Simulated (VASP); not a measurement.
The system is BeS.

```
S Be
1.0
     0.00000    2.42500    2.42500
     2.42500    0.00000    2.42500
     2.42500    2.42500    0.00000
S Be
1 1
Direct
  0.75000 0.75000 0.75000
  0.00000 0.00000 0.00000
```

Base run:

```yaml
Program: VASP 6.6.1
Functional: PBE
Potentials_or_basis: VASP PAW PBE potentials, release 64 (S, Be)
Cutoff: 520 eV
k_mesh: 10 × 10 × 10
Occupations: gaussian, width 0.02 eV
Spin: no spin polarisation
```

Its results: band gap on the k mesh 3.11 eV, indirect (least direct gap 5.67 eV).

Q: The run is repeated on the same cell with these changes: functional from PBE to TB-mBJ. What comes out?

A: Band gap on the k mesh 4.35 eV, indirect (least direct gap 6.78 eV).
